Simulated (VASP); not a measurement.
Here is a VASP 6.6.1 calculation.

Contents of INCAR:

```
SYSTEM = TePb
ALGO     = Normal         ! electronic algorithm
EDIFF    = 1E-6           ! SCF threshold, eV
ENCUT    = 520            ! plane-wave cutoff, eV
GGA      = PS             ! functional
ISIF     = 2              ! what is computed and relaxed
ISMEAR   = 0              ! smearing method
LASPH    = .TRUE.         ! aspherical terms in the spheres
LCHARG   = .FALSE.        ! write CHGCAR
LREAL    = .FALSE.        ! projectors in reciprocal space
LWAVE    = .FALSE.        ! write WAVECAR
NBANDS   = 17             ! bands
NELM     = 100            ! most SCF steps
PREC     = Accurate       ! precision mode
SIGMA    = 0.05           ! smearing width, eV
```

KPOINTS

```
k-points
0
G
  10 10 10
  0 0 0
```

Contents of POSCAR:

```
TePb
1.0
    3.6868325550      0.0000000000      0.0000000000
    0.0000000000      3.6868325550      0.0000000000
    0.0000000000      0.0000000000      3.6868325550
Te Pb
1 1
Direct
    0.5000000000      0.5000000000      0.5000000000
    0.0000000000      0.0000000000      0.0000000000
```

Potentials or basis: VASP PAW PBE potentials, release 64 (Te, Pb_d).

The run is started by

```console
$ cat potpaw_PBE.64/Te/POTCAR potpaw_PBE.64/Pb_d/POTCAR > POTCAR
$ mpirun -np 1 vasp_std > vasp.out
```

Task: What does it give for the pressure?

Result: 12.4 GPa.

Task: Predict the band gap on the k mesh.

Result: None (metal or under the smearing width).

Caveat: the PAW data sets were made with another functional, which shifts forces and pressure a little. The run has no spin-orbit coupling, so splittings on Pb, Te are missing.
